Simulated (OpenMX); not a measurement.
The system is PtS2.

```
Pt S
1.0
     3.54320    0.00000    0.00000
    -1.77160    3.06850    0.00000
     0.00000    0.00000    5.03880
Pt S
1 2
Direct
  0.00000 0.00000 0.00000
  0.66667 0.33333 0.77300
  0.33333 0.66667 0.22700
```

Base run:

| Quantity | Value |
| --- | --- |
| Program | OpenMX 3.8.5 |
| Functional | PBE |
| Potentials or basis | OpenMX 2013 PBE set, Pt7.0-s3p2d2f1, S7.0-s2p2d1f1, grid cutoff 400 Ry |
| k mesh | 9 × 9 × 5 |
| Occupations | fermi-dirac, width 0.05 eV |
| Spin | no spin polarisation |

Its results: band gap on the k mesh 1.02 eV, indirect (least direct gap 1.07 eV); pressure 14.5 GPa; largest force 1.620 eV/Å.

Question: After a change of settings the same cell gave: band gap on the k mesh 0.96 eV, indirect (least direct gap 1.02 eV); pressure 16.9 GPa; largest force 2.011 eV/Å. Which change was it?
A. potentials or basis from OpenMX 2013 PBE set, Pt7.0-s3p2d2f1, S7.0-s2p2d1f1, grid cutoff 400 Ry to OpenMX 2013 PBE set, Pt7.0-s3p2d2f2, S7.0-s3p2d2f1, grid cutoff 400 Ry
B. functional from PBE to LDA; potentials or basis from OpenMX 2013 PBE set, Pt7.0-s3p2d2f1, S7.0-s2p2d1f1, grid cutoff 400 Ry to OpenMX 2013 LDA set, Pt7.0-s3p2d2f1, S7.0-s2p2d1f1, grid cutoff 400 Ry
C. potentials or basis from OpenMX 2013 PBE set, Pt7.0-s3p2d2f1, S7.0-s2p2d1f1, grid cutoff 400 Ry to OpenMX 2013 PBE set, Pt7.0-s3p2d2, S7.0-s2p2d1, grid cutoff 400 Ry

Answer: C.

Caveats: spin-orbit coupling is left out, which moves the levels of the heavy elements; the basis of atomic orbitals isn't converged, which shifts pressures, moduli and gaps; forces of over 1 eV/Å show positions far from the minimum, so gaps and moduli don't describe the material at rest; so large a pressure means that the cell lies far from this level's equilibrium, or that cutoff or potentials fall short (some runs).

Not every run made on this cell is shown here.
